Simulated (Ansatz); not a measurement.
# SnSe2: how the settings move a single-point run

Aim: see which settings change the result for SnSe2, by how much, and at what cost. The cell is built on a prototype (fluorite) and needn't be the phase found in nature.

Program: Ansatz 0.2.0. Level of theory: reference: DFT, PBE, plane waves, PAW. These are calculated values, not measurements.

## (1) The starting structure

The structure is cubic, space group Fm-3m (No. 225). Conventional cell: a = 6.814 Å, b = 6.814 Å, c = 6.814 Å, α = 90.00°, β = 90.00°, γ = 90.00°. Around Sn (site symmetry m-3m) lie 8 Se at 2.95 Å. Se (site symmetry -43m) has 4 Sn at 2.95 Å as nearest neighbours.

As a file:

```cif
data_structure
_symmetry_space_group_name_H-M 'Fm-3m'
_symmetry_Int_Tables_number 225
_cell_length_a 6.8137
_cell_length_b 6.8137
_cell_length_c 6.8137
_cell_angle_alpha 90.000
_cell_angle_beta 90.000
_cell_angle_gamma 90.000
_cell_volume 316.34
loop_
_atom_site_label
_atom_site_type_symbol
_atom_site_symmetry_multiplicity
_atom_site_Wyckoff_symbol
_atom_site_fract_x
_atom_site_fract_y
_atom_site_fract_z
_atom_site_occupancy
Sn1 Sn 4 a 0.00000 0.00000 0.00000 1
Se1 Se 8 c 0.25000 0.75000 0.75000 1
```

## (2) The reference run

Input file input.yaml:

```yaml
crystal:
  lattice:
    - [0.0, 3.4068553702, 3.4068553702]
    - [3.4068553702, 0.0, 3.4068553702]
    - [3.4068553702, 3.4068553702, 0.0]
  atoms:
    - { symbol: Sn, position: [0.0, 0.0, 0.0] }
    - { symbol: Se, position: [0.25, 0.25, 0.25] }
    - { symbol: Se, position: [0.75, 0.75, 0.75] }
kpoints:
  mp_grid: { grid: [4, 4, 4] }
hamiltonian:
  xc: pbe
scf:
  occupations: { method: fermi_dirac, width: 0.02 }
  n_extra_bands: 4
output:
  forces: true
  stress: true
  eigenvalues: true
  write_density: true
  write_potential: true
  elf: true
  volumetric_format: npy
```

Command:

```sh
$ ansatz run input.yaml --threads 4 --pin off --max-ram 3686MiB --backend cpu --events-out ev --progress --plain --runs-dir out
```

## (3) A further run, with the input changed

input.yaml, as its differences from that of step 2:

```diff
@@ -16,2 +16,3 @@
   n_extra_bands: 4
+  max_iter: 52
 output:
@@ -20,5 +21,4 @@
   eigenvalues: true
-  write_density: true
-  write_potential: true
-  elf: true
-  volumetric_format: npy
+magnetization:
+  spin_polarized: true
+  initial_magnetization: 6.0
```

## (5) A run with other settings

input.yaml, as its differences from that of step 2:

```diff
@@ -14,3 +14,3 @@
 scf:
-  occupations: { method: fermi_dirac, width: 0.02 }
+  occupations: { method: fixed }
   n_extra_bands: 4
@@ -20,5 +20 @@
   eigenvalues: true
-  write_density: true
-  write_potential: true
-  elf: true
-  volumetric_format: npy
```

## (7) Variant: xc lda

input.yaml, as its differences from that of step 2:

```diff
@@ -12,3 +12,3 @@
 hamiltonian:
-  xc: pbe
+  xc: lda
 scf:
@@ -20,5 +20 @@
   eigenvalues: true
-  write_density: true
-  write_potential: true
-  elf: true
-  volumetric_format: npy
```

## (8) A further run, with the input changed

input.yaml, as its differences from that of step 2:

```diff
@@ -16,2 +16,4 @@
   n_extra_bands: 4
+  mixing: { beta: 1.0 }
+  max_iter: 53
 output:
@@ -20,5 +22 @@
   eigenvalues: true
-  write_density: true
-  write_potential: true
-  elf: true
-  volumetric_format: npy
```

## (10) Changed: mixing.ndim 1

input.yaml, as its differences from that of step 2:

```diff
@@ -16,2 +16,4 @@
   n_extra_bands: 4
+  mixing: { ndim: 1 }
+  max_iter: 55
 output:
@@ -20,5 +22 @@
   eigenvalues: true
-  write_density: true
-  write_potential: true
-  elf: true
-  volumetric_format: npy
```

## (11) Variant: occupations.method methfessel_paxton, occupations.width 0.05

input.yaml, as its differences from that of step 2:

```diff
@@ -14,3 +14,3 @@
 scf:
-  occupations: { method: fermi_dirac, width: 0.02 }
+  occupations: { method: methfessel_paxton, width: 0.05 }
   n_extra_bands: 4
@@ -20,5 +20 @@
   eigenvalues: true
-  write_density: true
-  write_potential: true
-  elf: true
-  volumetric_format: npy
```

(Steps that only read results are left out.)

Before running it: what results should come out? Wanted: for each run, ending; energy change; pressure; gap; abs. moment; force.

**Answer**, as computed:

| run | ending | energy change | pressure (GPa) | gap (eV) | abs. moment (μB) | force (eV/Å) | cycles | time |
| --- | --- | --- | --- | --- | --- | --- | --- | --- |
| reference | converged | 0 | 1.6 | 0.00 | 0.00 | 0.00 | 8 | 6.4 s |
| 1: spin_polarized true, initial_magnetization 6.0 | converged | -2.7 meV/atom | 1.6 | - | 0.53 | 0.00 | 17 | 11 s |
| 2: occupations.method fixed, width left out | converged | +93.1 meV/atom (σ→0) | 2.1 | 0.00 | 0.00 | 0.00 | 6 | 4.8 s |
| 3: xc lda | converged | not comparable | -2.5 | 0.00 | 0.00 | 0.00 | 8 | 4.9 s |
| 4: mixing.beta 1.0 | converged | 0.0 meV/atom | 1.6 | 0.00 | 0.00 | 0.00 | 8 | 5.3 s |
| 5: mixing.ndim 1 | converged | 0.0 meV/atom | 1.6 | 0.00 | 0.00 | 0.00 | 37 | 12 s |
| 6: occupations.method methfessel_paxton, occupations.width 0.05 | converged | +0.6 meV/atom (σ→0) | 1.7 | 0.00 | 0.00 | 0.00 | 9 | 3.9 s |

Times don't compare one to one where runs were asked for different outputs or read a saved state (see the inputs); cycles may leave out searches for a lower state.

Residual by cycle in the longest SCF loop of each run; runs are numbered as in the table. The quantity is the density residual dr2, in eV.

| cycle | reference | run 1 | run 2 | run 3 | run 4 | run 5 | run 6 |
| --- | --- | --- | --- | --- | --- | --- | --- |
| 1 | 0.00597 | 1.59 | 0.0726 | 0.0139 | 0.00597 | 0.00597 | 0.00654 |
| 4 | 4.1e-4 | 0.00131 | 1.7e-5 | 0.00164 | 4.1e-4 | 0.00109 | 6.8e-4 |
| 8 | 5.7e-8 | 2.4e-4 | - | 5.6e-8 | 5.7e-8 | 1.5e-4 | 2.0e-7 |
| 11 | - | 2.0e-5 | - | - | - | 5.2e-5 | - |
| 14 | - | 4.4e-8 | - | - | - | 7.7e-6 | - |
| 17 | - | 1.0e-12 | - | - | - | 4.4e-6 | - |
| 21 | - | - | - | - | - | 9.7e-7 | - |
| 24 | - | - | - | - | - | 1.2e-7 | - |
| 27 | - | - | - | - | - | 1.3e-7 | - |
| 30 | - | - | - | - | - | 2.5e-8 | - |
| 34 | - | - | - | - | - | 1.0e-8 | - |
| 37 | - | - | - | - | - | 7.2e-9 | - |

Run 2 forced a fixed filling on bands that overlap, as the log warns, so it is not on the ground state. Semilocal functionals close small gaps, so the missing gap need not be the real solid's. Of the variants the dearest is «mixing.ndim 1» (12 s), the cheapest «occupations.method methfessel_paxton, occupations.width 0.05» (3.9 s), on a shared host.
